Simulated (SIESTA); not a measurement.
MnSb:

```xyz
2
Lattice="0.0000 2.7950 2.7950 2.7950 0.0000 2.7950 2.7950 2.7950 0.0000" Properties=species:S:1:pos:R:3 pbc="T T T"
Sb    2.7950    2.7950    2.7950
Mn    0.0000    0.0000    0.0000
```

The cell comes from a database or a generator and needn't be the stable form of this composition.

* Program: SIESTA 5.4.2
* Task: single point
* Functional: PBE
* Potentials or basis: PseudoDojo 0.4 standard (PBE files)
* Basis: DZP (energy shift 0.003 Ry; two zetas on semicore shells)
* Grid cutoff: 800 Ry
* Energy shift: 0.003 Ry
* k mesh: 8 × 8 × 8
* Occupations: fermi-dirac, width 0.05 eV
* Spin: collinear spin, ferromagnetic start
* Starting moments: [0.0, 4.0] μB

On this cell: pressure 0.5 GPa; largest force zero by symmetry; net moment 3.87 μB per cell; site moments Sb -0.29; Mn +4.16 μB; band gap on the k mesh none (metal or under the smearing width).

The same run follows on a disturbed copy (atoms moved at random, drawn with an rms of 0.05 Å):

```xyz
2
Lattice="0.0000 2.7950 2.7950 2.7950 0.0000 2.7950 2.7950 2.7950 0.0000" Properties=species:S:1:pos:R:3 pbc="T T T"
Sb    2.7579    2.8273    2.8190
Mn    0.0332   -0.0356    0.0119
```

What changes?

The energy (extrapolated to zero smearing) moves by +11.5 meV/atom; pressure 0.9 GPa; largest force 0.472 eV/Å; net moment 3.87 μB per cell; site moments Sb -0.29; Mn +4.16 μB; band gap on the k mesh none (metal or under the smearing width).

Forces on the atoms (eV/Å):
```
Sb   0.336 -0.324 -0.055
Mn  -0.337  0.325  0.056
```

Stress tensor (GPa, compression positive):
```
 1.07  0.17  0.03
 0.17  1.02 -0.02
 0.03 -0.02  0.51
```

Caveats: short orbitals over semicore shells can move pressures by several GPa; the basis of atomic orbitals isn't converged, which shifts pressures, moduli and gaps; a cell with one magnetic atom can't hold antiferromagnetic order, which such compounds often take.
